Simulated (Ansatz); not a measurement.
LAPW volumes and bulk moduli in simple lattices

All-electron LAPW (Ansatz 0.2.0), scalar-relativistic, no spin, Fermi–Dirac smearing 0.136 eV, k-meshes of 8 to 18 points an axis; Birch–Murnaghan fits to pressures. Some or most of these lattices are hypothetical for the element, and V0 is the minimum nearest the starting volume; lattices without a usable fit are left out; mesh and smearing are coarse, and magnetic elements are treated as non-magnetic.

| element | lattice | functional | V0 (Å³/atom) | B0 (GPa) | B′ | k-points per axis |
| --- | --- | --- | --- | --- | --- | --- |
| As | bcc | LDA | 17.88 | 97 | 4.2 | 14 |
| As | bcc | PBE | 19.05 | 82 | 4.4 | 14 |
| As | diamond | LDA | 26.63 | 54 | 3.7 | 8 |
| As | diamond | PBE | 28.65 | 46 | 3.7 | 8 |
| As | diamond | PBEsol | 27.27 | 51 | 3.7 | 8 |
| As | fcc | LDA | 18.14 | 94 | 4.4 | 14 |
| As | fcc | PBEsol | 18.46 | 89 | 4.1 | 13 |
| As | sc | LDA | 19.16 | 89 | 4.3 | 12 |
| As | sc | PBE | 20.45 | 75 | 4.1 | 12 |
| As | sc | PBEsol | 19.52 | 85 | 4.3 | 12 |

Give V0 and B0 for bcc As in PBEsol.

18.18 Å³/atom and 93.5 GPa.

Give V0 and B0 for fcc As in PBE.

19.37 Å³/atom and 77.8 GPa.
